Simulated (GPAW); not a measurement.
Runs of GPAW 26.7.0 on ZnS (Wurtzite-2H). Symmetry: P6_3mc, No. 186, hexagonal system. The conventional cell has a = 3.811 Å, b = 3.811 Å, c = 6.234 Å, α = 90.00°, β = 90.00°, γ = 120.00°. Around Zn (site symmetry 3m) lie 4 S at 2.31 to 2.40 Å. S (site symmetry 3m) has 4 Zn at 2.31 to 2.40 Å as nearest neighbours. 

| task | level | potentials or basis | cell | k mesh | cutoff (eV) | smearing | maxiter | band path | band points | data set | response ecut | gap on the mesh (eV) | pressure (GPa) | largest force (eV/Å) |
| --- | --- | --- | --- | --- | --- | --- | --- | --- | --- | --- | --- | --- | --- | --- |
| band structure | r2SCAN | GPAW PAW data sets (gpaw-data 1.2.1), pw | as given | 6 × 6 × 3 | 600 | fermi-dirac 0.05 eV | 150 | GMKGALHA,LM,KH | 80 | - | - | 2.82 | -0.3 | 0.31 |
| band structure | PBE | JTH PAW 2.0, PBE, pw | as given | 6 × 6 × 3 | 600 | fermi-dirac 0.05 eV | 150 | GMKGALHA,LM,KH | 80 | S jth, Zn jth | - | (a) | 1.8 | (b) |
| dielectric tensor | PBE | GPAW PAW data sets (gpaw-data 1.2.1), pw | as given | 7 × 7 × 4 | 450 | fermi-dirac 0.001 eV | 150 | - | - | - | 80 eV | 2.24 | - | - |
| single point | PBE | GPAW PAW data sets (gpaw-data 1.2.1), pw | as given | 7 × 7 × 4 | 450 | fermi-dirac 0.05 eV | 120 | - | - | - | - | 2.24 | 1.9 | (c) |
| relaxation of cell and atoms | TPSS | GPAW PAW data sets (gpaw-data 1.2.1), pw | relaxed | 6 × 6 × 3 | 600 | fermi-dirac 0.05 eV | 150 | - | - | - | - | 2.24 | 0.0 | 0.02 |

Alike in all rows: no spin polarisation.

Task: Fill in the values left out.

Result: (a) 2.25; (b) 0.32; (c) 0.33.

Caveats: the PAW data sets were made with another functional, which shifts forces and pressure a little (some runs); the program truncates these outside data sets (some runs); the long-wavelength limit can be off by several per cent where d states take part (some runs); an odd mesh through Γ misses points on the zone boundary, where band edges often lie (some runs); the cutoff is short for stress and forces, so pressures can be off by a GPa or more (some runs); later steps reuse the first step's grids (some runs).
